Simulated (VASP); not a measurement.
Write the native input for VASP 6.6.1 that does the following.

| Property | Result |
| --- | --- |
| Task | band structure |
| Functional | SCAN |
| Dispersion | D3 |
| Potentials or basis | VASP PAW PBE potentials, release 64 (Cu_pv) |
| Cutoff | 520 eV |
| k mesh | 13 × 13 × 13 |
| Occupations | gaussian, width 0.01 eV |
| Spin | no spin polarisation |
| Further INCAR settings | ALGO = Normal; EDIFF = 1e-06 |

The structure of Cu lies in POSCAR:

```
Cu
1.0
    0.0234990000      1.7841610000      1.9070010000
    1.8351630000      0.0263400000      1.9041600000
    1.7954490000      1.7416060000      0.0660530000
Cu
1
Direct
    0.0009410000      0.0089650000     -0.0263720000
```

The cell isn't the ideal one: cell strained at random at fixed volume.

These files were run (other wordings do the same):

INCAR

```
SYSTEM = Cu
ALGO     = Normal         ! electronic algorithm
EDIFF    = 1E-6           ! SCF threshold, eV
ENCUT    = 520            ! plane-wave cutoff, eV
ISIF     = 2              ! what is computed and relaxed
ISMEAR   = 0              ! smearing method
IVDW     = 11             ! dispersion correction
LASPH    = .True.         ! aspherical terms in the spheres
LCHARG   = .False.        ! write CHGCAR
LMAXMIX  = 4              ! l up to which the mixer works
LMIXTAU  = .True.       
LREAL    = .False.        ! projectors in reciprocal space
LWAVE    = .False.        ! write WAVECAR
METAGGA  = SCAN           ! meta-GGA
NELM     = 60             ! most SCF steps
PREC     = Accurate       ! precision mode
SIGMA    = 0.01           ! smearing width, eV
```

KPOINTS

```
k-points
0
Gamma
  13 13 13
  0 0 0
```

KPOINTS_OPT

```
path XGY,LGZ,NGM,RG
20
line-mode
reciprocal
 0.5000000000  0.5000000000  0.5000000000  X
 0.0000000000  0.0000000000  0.0000000000  G

 0.0000000000  0.0000000000  0.0000000000  G
-0.5000000000  0.0000000000  0.0000000000  Y

 0.0000000000  0.5000000000  0.5000000000  L
 0.0000000000  0.0000000000  0.0000000000  G

 0.0000000000  0.0000000000  0.0000000000  G
 0.0000000000 -0.5000000000  0.0000000000  Z

 0.5000000000  0.0000000000  0.5000000000  N
 0.0000000000  0.0000000000  0.0000000000  G

 0.0000000000  0.0000000000  0.0000000000  G
-0.5000000000 -0.5000000000  0.0000000000  M

 0.0000000000  0.0000000000  0.5000000000  R
 0.0000000000  0.0000000000  0.0000000000  G
```

Potentials or basis: VASP PAW PBE potentials, release 64 (Cu_pv).

Run with:

```sh
$ cat potpaw_PBE.64/Cu_pv/POTCAR > POTCAR
$ mpirun -np 1 vasp_std > vasp.out
```

It gave:

The pressure is -9.7 GPa. The band gap along the path is none (metal or under the smearing width) and the dispersion energy per atom is -0.163 eV.

Caveat: the PAW data sets were made with another functional, which shifts forces and pressure a little; pairwise dispersion overbinds metals, which lowers pressure and volume.

Run time: 6.7 min on 1 thread of Intel(R) Xeon(R) 6975P-C (Granite Rapids), with other jobs on the host, peak memory 0.33 GiB.
